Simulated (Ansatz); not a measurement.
**TiAl under changes of volume**

One of the cells (16.653 Å³/atom); the others are scaled copies at fixed shape and fractional positions:

```xyz
2
Lattice="2.8673 0.0000 0.0000 -1.4336 2.4831 0.0000 0.0000 0.0000 4.6781" Properties=species:S:1:pos:R:3 pbc="T T T"
Ti    0.0000    0.0000    0.0000
Al    0.0000    1.6554    2.3390
```

The cell comes from a database or a generator and needn't be the stable form of this composition.

```yaml
Program: Ansatz 0.2.0
Functional: PBEsol
Potentials_or_basis: Ansatz PAW
Cutoff: "420 eV (not typed: the program's choice for these potentials)"
k_mesh: 11 × 11 × 6
Occupations: fermi-dirac, width 0.05 eV
Spin: no spin polarisation
```

```tsv
volume (Å³/atom)	energy over the lowest point (meV/atom)	pressure (GPa)
15.654	6.57	4.2
15.987	0.74	1.6
16.320	0.00	-0.7
16.653	3.87	-2.8
16.986	11.93	-4.8
17.320	?	?
17.653	39.06	-8.1
```

**Question.** What does the run at 17.320 Å³/atom give?

**Answer.** Energy over the lowest point 23.77 meV/atom; pressure -6.5 GPa.

Worked out: A Birch-Murnaghan fit of order 3 (a polynomial in V^(-2/3)) to the other rows has its minimum at 16.20 Å³/atom with B0 = V·E''(V) = 112 GPa and B' = 3.9 at fixed shape and positions, which overstates the stiffness. It gives 23.80 meV/atom at 17.320 Å³/atom, against the run's 23.77, and -dE/dV = -6.5 GPa, against -6.5.

Energies are extrapolated to zero smearing.

Caveats: the PAW data sets come from PBE, with cores solved anew for the run's functional, which leaves a small shift of forces and pressure.
